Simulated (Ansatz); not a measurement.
An Ansatz (an electronic-structure program) run. Input:

Ansatz 0.2 input:
```yaml
crystal:
  lattice:
    - [0.0, 2.8951770876, 2.8951770876]
    - [2.8951770876, 0.0, 2.8951770876]
    - [2.8951770876, 2.8951770876, 0.0]
  atoms:
    - { symbol: Sr, position: [0.0, 0.0, 0.0] }
    - { symbol: F, position: [0.25, 0.25, 0.25] }
    - { symbol: F, position: [0.75, 0.75, 0.75] }
kpoints:
  mp_grid: { grid: [9, 9, 9] }
hamiltonian:
  xc: r2scan
  pseudopotentials: { kind: paw }
scf:
  occupations: { method: fixed }
phonons:
  method: dfpt
  response_accuracy: low
  qmesh: [3, 3, 3]
  interpolated_qmesh: [16, 16, 16]
  dielectric: true
  rigid_motions: translations
  temperatures: { t_max: 1000, t_step: 50 }
  qpath:
    path:
      - [[0.0, 0.0, 0.0], [0.5, 0.0, 0.5], [0.625, 0.25, 0.625]]  # Γ-X-U
      - [[0.375, 0.375, 0.75], [0.0, 0.0, 0.0], [0.5, 0.5, 0.5], [0.5, 0.25, 0.75], [0.5, 0.0, 0.5]]  # K-Γ-L-W-X
    npoints: 13
```

Output (shortened):

```
WARN phonons: the dynamical matrix that this run interpolates holds no multipole term above the dipole-dipole one, and a site of this crystal is no centre of …
Pseudopotential: Sr, paw, valence charge 10
Pseudopotential: F, paw, valence charge 7
Functional definition: r2SCAN
Crystal: 3 atoms, lattice volume = 48.535 Å³
Basis set: ecut = 500 eV, 1243 PW (Γ), exchange–correlation on 240×240×240 points (512 copies of the dense FFT grid, shifted against one another)
Bands: 16, of which v1, the nominal top of the filled ones, is band 12 counted from 1 (11 counted from 0)
Symmetry: 48 space group operations
k-points: 125 of 729 (irreducible under 4 space group operations, time reversal used)
SCF iter   1: F=—  HF=-5181.473919 eV  |F-HF|=—  |Δ(HF+E_count)|=         —  Δρ=8.33e-3  dr2=3.32e-2  dr2_τ=6.83e-2  ethr=1.77e-3  ⟨swp⟩=6.2  Hψ=11635  notcnv=0  defer=186
preconditioner: auto → none
SCF iter   2: F=—  HF=-5181.554707 eV  |F-HF|=—  |Δ(HF+E_count)|=   8.08e-2  Δρ=5.66e-3  dr2=4.82e-3  dr2_τ=1.55e-3  ethr=1.38e-4  ⟨swp⟩=2.7  Hψ=4919  notcnv=0  defer=205
SCF iter   3: F=—  HF=-5181.553714 eV  |F-HF|=—  |Δ(HF+E_count)|=   9.93e-4  Δρ=1.81e-3  dr2=5.72e-4  dr2_τ=1.42e-4  ethr=2.01e-5  ⟨swp⟩=2.1  Hψ=3184  notcnv=0  defer=242
SCF iter   4: F=—  HF=-5181.553661 eV  |F-HF|=—  |Δ(HF+E_count)|=   5.30e-5  Δρ=2.20e-4  dr2=5.87e-6  dr2_τ=1.65e-6  ethr=2.39e-6  ⟨swp⟩=2.9  Hψ=3010  notcnv=0  defer=241
SCF iter   5: F=—  HF=-5181.553666 eV  |F-HF|=—  |Δ(HF+E_count)|=   4.88e-6  Δρ=2.37e-5  dr2=8.99e-8  dr2_τ=3.13e-8  ethr=2.45e-8  ⟨swp⟩=2.4  Hψ=3429  notcnv=0  defer=38
SCF iter   6: F=—  HF=-5181.553666 eV  |F-HF|=—  |Δ(HF+E_count)|=   3.40e-7  Δρ=4.51e-6  dr2=6.58e-9  dr2_τ=1.09e-9  ethr=3.74e-10  ⟨swp⟩=2.0  Hψ=3403  notcnv=0
SCF iter   7: F=—  HF=-5181.553666 eV  |F-HF|=—  |Δ(HF+E_count)|=  4.14e-10  Δρ=7.29e-7  dr2=1.29e-10  dr2_τ=2.09e-11  ethr=2.74e-11  ⟨swp⟩=3.0  Hψ=3485  notcnv=0
SCF iter   8: F=-5181.553666 eV  HF=-5181.553666 eV  |F-HF|=3.64e-12  |Δ(HF+E_count)|=  1.64e-11  Δρ=7.36e-8  dr2=7.44e-13  dr2_τ=1.76e-13  ethr=1.00e-12  ⟨swp⟩=9.2  Hψ=13929  notcnv=0
SCF 1 converged in 8 iterations: F = -5181.553666 eV  dr2 = 7.44e-13
NSCF: frozen V_eff on 6 k-points
DFPT response loops at Γ: preconditioner auto → none (the input reference at scf.mixing.eps_inf says where Resta's filter doesn't serve); β = 0.50 …
NSCF: frozen V_eff on 35 k-points
NSCF: frozen V_eff on 810 k-points
DFPT response loops at q = (0, 0, 0.3333333333333333) (fractional): mixed as the last ones told, above
NSCF: frozen V_eff on 450 k-points
DFPT response loops at q = (0, 0.3333333333333333, 0.3333333333333333) (fractional): mixed as the last ones told, above
NSCF: frozen V_eff on 810 k-points
DFPT response loops at q = (0, 0.3333333333333333, -0.33333333333333337) (fractional): mixed as the last ones told, above
SCF converged after 8 iterations
Free energy (F): -5181.553666 eV
Harris-Foulkes:  -5181.553666 eV  (|F-HF|=3.64e-12)
Internal energy: -5181.553666 eV  (E = F + TS)
E sigma→0 (E₀):  -5181.553666 eV
Fermi energy:    2.566115 eV
--- Per-component energies (eV) ---
  E_band       = -164.117178
  E_kinetic    = 664.744060
  E_local      = -1803.829591  (includes V_loc(G=0)·N_el)
  E_nonlocal   = 347.125028
  E_hartree    = 597.505464
  E_xc         = -324.431408
  E_vxc        = -413.571714  (∫ρ·V_xc dr)
  E_paw        = -3121.694875  (= ΣΔE_a)
  E_vpaw       = -180.397091  (= ΣTr[D̂ρ^β])
  E_aug_tail   = 0.002014  (compensation charges beyond the density's cutoff)
  E_vtau       = 26.799185  (kinetic-family band-sum trace: ∫τ·v_τ [+ j·A + Jᵃ·Aᵃ] dr)
  E_ewald      = -1540.765537
  E_core_change = -0.208820  (= ΣΔE_core)
  E_smearing   =  0.000000  (= −TS)
  E_closure    =  0.000000  (closes the sum)
  Σ components = -5181.553666   (vs F -5181.553666, Δ=0.00e0)
  [band-id]    e_kinetic+e_local+e_nonlocal+2·e_hartree+e_vxc+e_vpaw+e_augmentation_tail+e_vtau = -164.117183   (vs E_band -164.117178, Δ=-4.88e-6)
--- Band table (eV; the first three rows and the last of 125) ---
  k-point 0: bands = ["-28.2905", "-17.9311", "-17.5505", "-9.5716", "-9.5716", "-9.5716", "0.8925", "0.8925", "0.8925", "2.4779", "2.4779", "2.4779", "10.1809", "13.5260", "13.5260", "16.1661"]
  k-point 1: bands = ["-28.2830", "-17.9440", "-17.5691", "-9.5816", "-9.5816", "-9.5635", "0.9461", "0.9461", "1.0054", "2.3636", "2.4416", "2.4416", "10.4823", "13.5243", "13.5243", "16.0141"]
  k-point 2: bands = ["-28.2639", "-17.9685", "-17.6249", "-9.6066", "-9.6066", "-9.5396", "1.0855", "1.0855", "1.2904", "2.1069", "2.3486", "2.3486", "11.2315", "13.5309", "13.5309", "15.6451"]
  k-point 124: bands = ["-28.2171", "-17.9617", "-17.8283", "-9.7123", "-9.5817", "-9.5118", "1.1868", "1.2782", "1.6844", "2.0006", "2.1872", "2.4767", "11.9013", "13.8393", "14.1517", "14.6472"]
--- Phonons (Γ-DFPT): 2 representative perturbations + reference, on 125 of 729 k-points (Σ response iterations 11) ---
  ASR residual: 2.218e-4 → 0.000e0 eV/Å²; symmetrization residual: 1.226e-4 eV/Å²
  ASR residual per site (eV/Å²): 2.78e-5 2.22e-4 2.22e-4
  Γ frequencies (cm⁻¹): 0.00 0.00 0.00 221.23 221.23 221.23 288.53 288.53 288.53
  ε∞ (high-frequency dielectric tensor):
        2.159425     0.000000     0.000000
        0.000000     2.159425     0.000000
        0.000000     0.000000     2.159425
  ε⁰ (static dielectric tensor: ions relaxed, cell fixed):
        6.635918     0.000000     0.000000
        0.000000     6.635918     0.000000
        0.000000     0.000000     6.635918
  ε⁰ − ε∞ (ionic part):
        4.476493     0.000000     0.000000
        0.000000     4.476493     0.000000
        0.000000     0.000000     4.476493
  softest optical mode at Γ: 221.23 cm⁻¹; the repairs (sum rule, projections) moved no ω² at Γ by more than (4.36 cm⁻¹)²
  Born effective charges Z* (e; rows j = field, columns β = displacement):
    site 0:
         2.39326    0.00000    0.00000
         0.00000    2.39326    0.00000
         0.00000    0.00000    2.39326
    site 1:
        -1.19663    0.00000    0.00000
         0.00000   -1.19663    0.00000
         0.00000    0.00000   -1.19663
    site 2:
        -1.19663    0.00000    0.00000
         0.00000   -1.19663    0.00000
         0.00000    0.00000   -1.19663
  Z* charge neutrality: 2.255e-5 e pre-enforcement
  k-mesh period / interband length: 36.8 Å / 0.85 Å = 43.26 at k = (0.0000, 0.0000, 0.0000), direct gap 7.703 eV — 14 or more, which is no proof of convergence
  optical modes at Γ without the LO–TO term, one row a degenerate level:
      ω (cm⁻¹)  modes    IR ((D/Å)²/amu)
        221.23      3            14.9576
        288.53      3             0.0000
  optical modes at Γ + LO–TO along q̂ = [1.0000, 0.0000, 0.0000]:
      ω (cm⁻¹)  modes    IR ((D/Å)²/amu)
        221.23      2             9.9717
        288.53      3             0.0000
        387.82      1             4.9859
  optical modes at Γ + LO–TO along q̂ = [0.0000, 1.0000, 0.0000]:
      ω (cm⁻¹)  modes    IR ((D/Å)²/amu)
        221.23      2             9.9717
        288.53      3             0.0000
        387.82      1             4.9859
  optical modes at Γ + LO–TO along q̂ = [0.0000, 0.0000, 1.0000]:
      ω (cm⁻¹)  modes    IR ((D/Å)²/amu)
        221.23      2             9.9717
        288.53      3             0.0000
        387.82      1             4.9859
  non-analytic LO–TO correction: the dipole-dipole term of the run's Born effective charges and high-frequency dielectric tensor (where they are solved with …
--- Phonons (arbitrary-q DFPT): 4 irreducible q on the 3×3×3 mesh ---
  q = [0.0000, 0.0000, 0.0000] (star 1, of the zone-centre solve; hermiticity 5.14e-5, symmetrization 2.93e-9):  0.00  0.00  0.00 221.23 221.23 221.23 288.53 288.53 288.53
  q = [0.0000, 0.0000, 0.3333] (star 8, 2 solved perturbations on 405 of 729 k-point pairs; hermiticity 9.49e-6, symmetrization 1.01e-10): 81.55 81.55 159.80 234.05 234.05 269.75 269.75 273.15 342.86
  q = [0.0000, 0.3333, 0.3333] (star 6, 4 solved perturbations in 720 linear systems a pass and spin channel, the states on 225 of 729 k-point pairs; hermiticity 2.96e-6, symmetrization 1.46e-10): 102.24 102.24 178.03 204.20 204.20 205.55 288.44 288.44 365.79
  q = [0.0000, 0.3333, -0.3333] (star 12, 4 solved perturbations in 1260 linear systems a pass and spin channel, the states on 405 of 729 k-point pairs; hermiticity 1.91e-5, symmetrization 9.16e-14): 115.12 156.44 171.29 192.75 216.56 220.80 271.70 293.74 336.93
  sum rule: each row above includes the acoustic sum rule's correction from the zone centre's row sums; it moved no ω² by more than (1.78 cm⁻¹)²
  mesh force constants: q→R imaginary residual 1.28e-16; ASR residual 2.218e-4 → 0.000e0 eV/Å²; symmetrization residual 7.105e-15 eV/Å²
  interpolated dispersion: 81 rows × 9 modes
  density of states and harmonic sums: on the 16×16×16 q-mesh, interpolated from the force constants of a 3×3×3 supercell (with the dipole–dipole term)
  largest difference from the sums on the solved wave vectors: F 2.51e-2 eV, S 3.47e-5 and C_V 9.46e-6 eV/K
  zero-point energy: 0.121028 eV/cell   skipped modes (ω ≤ 0): 3   left out of the sums: 8.14e-5 of the cell's modes …
```

Cost: about 13 core-minutes (a rough figure) on shared cores.

Space group Fm-3m (fluorite). Symmetry was held in the r²SCAN relaxation. Spin–orbit coupling is left out wherever it is not named.

Potentials: the later of the program's two PAW sets.

Ansatz is a plane-wave DFT program.
